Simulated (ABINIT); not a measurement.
Planning a run of ABINIT 10.8.3 on RbBr (Fm-3m). The input:

```
acell 3*1.0 Angstrom
rprim 
  0.000000000000 3.427000000000 3.427000000000
  3.427000000000 0.000000000000 3.427000000000
  3.427000000000 3.427000000000 -0.000000000000
ntypat 2
znucl 37 35
natom 2
typat 1 2
xred 
  0.000000000000 0.000000000000 0.000000000000
  0.500000000000 0.500000000000 0.500000000000
pp_dirpath "pseudos"
pseudos "Rb.upf, Br.upf"
ecut 19
ngkpt 4 4 4
nshiftk 1
shiftk 0 0 0
kptopt 1
chksymbreak 0
istwfk *1
occopt 1
irdwfk 1
optdriver 3
nband 687
ecuteps 11.2
inclvkb 2
awtr 1
symchi 1
indata_prefix "in"
outdata_prefix "out"
tmpdata_prefix "tmp"
```

The database entry behind the starting cell differs from later determinations by our own check (about 0.5 % short), so it need not match the best structure at ambient conditions.

```sh
OMP_NUM_THREADS=1 mpirun -n 4 abinit run.abi > log
```

Estimate wall time and host memory on 4 MPI ranks of Arm Neoverse V1, shared host.

It took 11 min; on shared hardware allow 5.4 min to 21 min. Peak host memory was 3.8 GiB.

[Paths, hosts, dates, memory and timing lines, banners, echoed tables and standing remarks are left out of the program output.]

[Logs are printed without paths, hosts, clocks, repeated set-up lines and the standing remarks that a program may print on its own settings, such as how far it seeks lower states.]

[Runs of the session that timed out or met a known fault of the program may be left out.]

[Hosts, paths, dates, database ids (printed as entryN), source tags and the programs' standing remarks are cut or masked in the printed files.]

[G0W0 gaps are taken among the corrected bands and points alone; a level outside them can change the order at an edge.]

[Where Ansatz stands beside ABINIT at settings called matched, ABINIT's density can come from a denser mesh and the files from another edition; pairs whose starting gaps differed by over 0.03 eV were left out, so agreement reads better than it is.]
